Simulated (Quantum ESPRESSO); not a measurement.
Input of a Quantum ESPRESSO 7.5 run:

File pw.in:

```
&CONTROL
  calculation = 'scf'
  prefix = 'pwscf'
  outdir = './tmp'
  pseudo_dir = './pseudo'
  tprnfor = .true.
  tstress = .true.
  disk_io = 'low'
/
&SYSTEM
  ibrav = 0
  nat = 2
  ntyp = 2
  ecutwfc = 70
  nbnd = 16
  occupations = 'smearing'
  smearing = 'fd'
  degauss = 0.00367493
/
&ELECTRONS
  conv_thr = 4d-10
  electron_maxstep = 120
  mixing_beta = 0.5
/
ATOMIC_SPECIES
Pb   207.2000 Pb_ONCV_PBE-1.2.upf
Se    78.9710 Se_ONCV_PBE-1.2.upf
CELL_PARAMETERS bohr
   0.0000000000    5.7837902633    5.7837902633
   5.7837902633    0.0000000000    5.7837902633
   5.7837902633    5.7837902633    0.0000000000
ATOMIC_POSITIONS bohr
Pb     0.0000000000    0.0000000000    0.0000000000
Se     5.7837902633    5.7837902633    5.7837902633
K_POINTS automatic
8 8 8 0 0 0
```

The input bands.in:

```
&CONTROL
  calculation = 'bands'
  prefix = 'pwscf'
  outdir = './tmp'
  pseudo_dir = './pseudo'
  disk_io = 'low'
  verbosity = 'high'
/
&SYSTEM
  ibrav = 0
  nat = 2
  ntyp = 2
  ecutwfc = 70
  nbnd = 16
  occupations = 'smearing'
  smearing = 'fd'
  degauss = 0.00367493
/
&ELECTRONS
  conv_thr = 1d-08
  electron_maxstep = 120
  mixing_beta = 0.5
  diago_full_acc = .true.
  startingwfc = 'random'
/
ATOMIC_SPECIES
Pb   207.2000 Pb_ONCV_PBE-1.2.upf
Se    78.9710 Se_ONCV_PBE-1.2.upf
CELL_PARAMETERS bohr
   0.0000000000    5.7837902633    5.7837902633
   5.7837902633    0.0000000000    5.7837902633
   5.7837902633    5.7837902633    0.0000000000
ATOMIC_POSITIONS bohr
Pb     0.0000000000    0.0000000000    0.0000000000
Se     5.7837902633    5.7837902633    5.7837902633
K_POINTS crystal
60
 0.0000000000  0.0000000000  0.0000000000 1
 0.0625000000  0.0000000000  0.0625000000 1
 0.1250000000  0.0000000000  0.1250000000 1
 0.1875000000  0.0000000000  0.1875000000 1
 0.2500000000  0.0000000000  0.2500000000 1
 0.3125000000  0.0000000000  0.3125000000 1
 0.3750000000  0.0000000000  0.3750000000 1
 0.4375000000  0.0000000000  0.4375000000 1
 0.5000000000  0.0000000000  0.5000000000 1
 0.5000000000  0.0625000000  0.5625000000 1
 0.5000000000  0.1250000000  0.6250000000 1
 0.5000000000  0.1875000000  0.6875000000 1
 0.5000000000  0.2500000000  0.7500000000 1
 0.4375000000  0.3125000000  0.7500000000 1
 0.3750000000  0.3750000000  0.7500000000 1
 0.3375000000  0.3375000000  0.6750000000 1
 0.3000000000  0.3000000000  0.6000000000 1
 0.2625000000  0.2625000000  0.5250000000 1
 0.2250000000  0.2250000000  0.4500000000 1
 0.1875000000  0.1875000000  0.3750000000 1
 0.1500000000  0.1500000000  0.3000000000 1
 0.1125000000  0.1125000000  0.2250000000 1
 0.0750000000  0.0750000000  0.1500000000 1
 0.0375000000  0.0375000000  0.0750000000 1
 0.0000000000  0.0000000000  0.0000000000 1
 0.0625000000  0.0625000000  0.0625000000 1
 0.1250000000  0.1250000000  0.1250000000 1
 0.1875000000  0.1875000000  0.1875000000 1
 0.2500000000  0.2500000000  0.2500000000 1
 0.3125000000  0.3125000000  0.3125000000 1
 0.3750000000  0.3750000000  0.3750000000 1
 0.4375000000  0.4375000000  0.4375000000 1
 0.5000000000  0.5000000000  0.5000000000 1
 0.5250000000  0.4500000000  0.5250000000 1
 0.5500000000  0.4000000000  0.5500000000 1
 0.5750000000  0.3500000000  0.5750000000 1
 0.6000000000  0.3000000000  0.6000000000 1
 0.6250000000  0.2500000000  0.6250000000 1
 0.5833333333  0.2500000000  0.6666666667 1
 0.5416666667  0.2500000000  0.7083333333 1
 0.5000000000  0.2500000000  0.7500000000 1
 0.5000000000  0.2857142857  0.7142857143 1
 0.5000000000  0.3214285714  0.6785714286 1
 0.5000000000  0.3571428571  0.6428571429 1
 0.5000000000  0.3928571429  0.6071428571 1
 0.5000000000  0.4285714286  0.5714285714 1
 0.5000000000  0.4642857143  0.5357142857 1
 0.5000000000  0.5000000000  0.5000000000 1
 0.4821428571  0.4821428571  0.5357142857 1
 0.4642857143  0.4642857143  0.5714285714 1
 0.4464285714  0.4464285714  0.6071428571 1
 0.4285714286  0.4285714286  0.6428571429 1
 0.4107142857  0.4107142857  0.6785714286 1
 0.3928571429  0.3928571429  0.7142857143 1
 0.3750000000  0.3750000000  0.7500000000 1
 0.6250000000  0.2500000000  0.6250000000 1
 0.5937500000  0.1875000000  0.5937500000 1
 0.5625000000  0.1250000000  0.5625000000 1
 0.5312500000  0.0625000000  0.5312500000 1
 0.5000000000  0.0000000000  0.5000000000 1
```

Potentials or basis: SG15 PBE 1.2.

Launch:

```sh
$ OMP_NUM_THREADS=1 pw.x -in pw.in > pw.out
$ OMP_NUM_THREADS=1 pw.x -in bands.in > bands.out
```

Question: Estimate the pressure.

Answer: 2.4 GPa.

Question: Predict the band gap along the path.

Answer: 0.28 eV, direct.

Levels at the corners of the path, in eV from the valence-band top:
```
point  band 6  band 7  band 8  band 9  band 10  band 11  band 12  band 13  band 14  band 15
    Γ  -13.60   -6.31   -1.88   -1.88    -1.88     4.70     4.70     4.70     6.52     6.52
    X  -12.17   -7.39   -4.98   -3.23    -3.23     3.69     5.60     5.60     6.04    11.34
    W  -12.14   -8.02   -4.23   -4.23    -0.79     1.88     4.95     4.95     7.73     7.73
    K  -12.18   -8.04   -4.58   -2.73    -2.40     3.39     4.01     5.44     5.83    10.12
    Γ  -13.60   -6.31   -1.88   -1.88    -1.88     4.70     4.70     4.70     6.52     6.52
    L  -12.54   -8.81   -1.47   -1.47     0.00     0.28     1.69     1.69     8.56    10.17
    U  -12.18   -8.04   -4.58   -2.73    -2.40     3.39     4.01     5.44     5.83    10.12
    W  -12.14   -8.02   -4.23   -4.23    -0.79     1.88     4.95     4.95     7.73     7.73
    L  -12.54   -8.81   -1.47   -1.47     0.00     0.28     1.69     1.69     8.56    10.17
    K  -12.18   -8.04   -4.58   -2.73    -2.40     3.39     4.01     5.44     5.83    10.12
    U  -12.18   -8.04   -4.58   -2.73    -2.40     3.39     4.01     5.44     5.83    10.12
    X  -12.17   -7.39   -4.98   -3.23    -3.23     3.69     5.60     5.60     6.04    11.34
```

Caveat: spin-orbit coupling is left out, which as a rule narrows the gap of such compounds by several tenths of an eV.

**Experimental background.**

From a printed reference work, monograph, for a bulk crystal of PbSe at 300 K: band gap 0.28 eV (direct).

A measured gap of PbSe is 0.28 eV (direct; 300 K; a printed reference work, monograph); the calculated 0.28 eV misses it by 0.00 eV. 2 values of this kind are on record (0.15 to 0.28 eV); this one was drawn at random. Spin-orbit coupling on Pb, Se is left out. The value is that of PBE, without temperature or zero-point motion. Semilocal functionals fall short of measured gaps as a rule.
